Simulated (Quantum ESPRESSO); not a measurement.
# C: zone-centre phonons and dielectric response under several settings

```
C
1.0
     0.00000    1.78337    1.78337
     1.78337    0.00000    1.78337
     1.78337    1.78337    0.00000
C
2
Direct
  0.75000 0.75000 0.75000
  0.50000 0.50000 0.50000
```

This isn't the form of C at room conditions, which is graphite.

All runs used Quantum ESPRESSO 7.5; k mesh 13 × 13 × 13; no spin polarisation; occupations smeared at first, fixed for the response.

```csv
level,potentials,geometry,cutoff (eV),volume (Å³/atom),pressure (GPa),lowest optical mode without the field (cm⁻¹),ε∞ (mean),ε0 (mean)
PBE,PseudoDojo 0.4 SR PBE stringent,given cell,1116,5.67,1.8,1296,5.77,5.8
PBE,JTH 2.0 PBE,"given cell, atoms relaxed",735,5.67,0.6,1295,5.84,5.8
WC,PseudoDojo 0.4.1 SR PBE standard,relaxed cell,1116,5.64,0.0,1301,5.81,5.8
WC,PseudoDojo 0.4.1 SR PBE standard,"given cell, atoms relaxed",1116,5.67,-2.4,1294,5.81,5.8
AM05,PseudoDojo 0.4.1 SR PBE standard,"given cell, atoms relaxed",1116,5.67,-5.5,1295,5.82,5.8
BLYP,PseudoDojo 0.4.1 SR PBE standard,relaxed cell,1116,?,0.1,?,?,?
BLYP,PseudoDojo 0.4.1 SR PBE standard,"given cell, atoms relaxed",1116,5.67,16.2,1303,5.69,5.7
rPW86PBE+rVV10,PseudoDojo 0.4.1 SR PBE standard,relaxed cell,1116,5.82,0.1,1269,5.76,5.8
```

Question: What stands in the row left open?

Answer: Volume 5.89 Å³/atom; lowest optical mode without the field 1255 cm⁻¹; ε∞ 5.76; ε0 5.8.

Caveats: on a mesh that holds Γ this program's dielectric tensor can be off by some percent beyond the error of the mesh; this smearing can shift energies of a crystal with a gap (some runs); the potentials were made for another functional, which shifts forces and pressure (some runs); before the sum rule the acoustic modes lie tens of cm⁻¹ from zero, a sign that the density grid also shifts the optical modes (some runs); the cell is more than 3 GPa from zero pressure, which shifts response properties (some runs).

For the row left open. Caveat: the potentials were made for another functional, which shifts forces and pressure; this smearing can shift energies of a crystal with a gap; before the sum rule the acoustic modes lie tens of cm⁻¹ from zero, a sign that the density grid also shifts the optical modes; on a mesh that holds Γ this program's dielectric tensor can be off by some percent beyond the error of the mesh.
